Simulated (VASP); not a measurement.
Runs of VASP 6.6.1 on C2H6. The cell holds a molecule in a box, 8 atoms: a = 13.084 Å, b = 13.584 Å, c = 14.084 Å, α = 90.00°, β = 90.00°, γ = 90.00°. 

```tsv
level	potentials or basis	grid for exact exchange (PRECFOCK)	screening parameter	gap on the mesh (eV)	largest force (eV/Å)
RPBE+D3(BJ)	VASP PAW PBE potentials, release 64 (C, H)	-	-	7.51	0.18
rev-vdW-DF2	VASP PAW PBE potentials, release 64 (C, H)	-	-	7.40	0.05
PBEsol	VASP PAW PBE potentials, release 64 (C, H)	-	-	7.53	0.25
RPBE	VASP PAW PBE potentials, release 64 (C, H)	-	-	7.51	0.23
LDA	VASP PAW LDA potentials, release 64 (C, H)	-	-	(a)	0.50
optB86b-vdW	VASP PAW PBE potentials, release 64 (C, H)	-	-	(b)	0.06
HSE06+D3(BJ)	VASP PAW PBE potentials, release 64 (C, H)	Fast	0.2 1/A	(c)	0.26
```

Alike in all rows: task single point; no spin polarisation; cell as given; k mesh 1 × 1 × 1; cutoff (eV) 400; smearing gaussian 0.01 eV.

Task: Fill in the values left out.

Result: (a) 7.57; (b) 7.34; (c) 8.76.

Caveats: the PAW data sets were made with another functional, which shifts forces and pressure a little (some runs).

Runs at the PBE level aren't shown here.
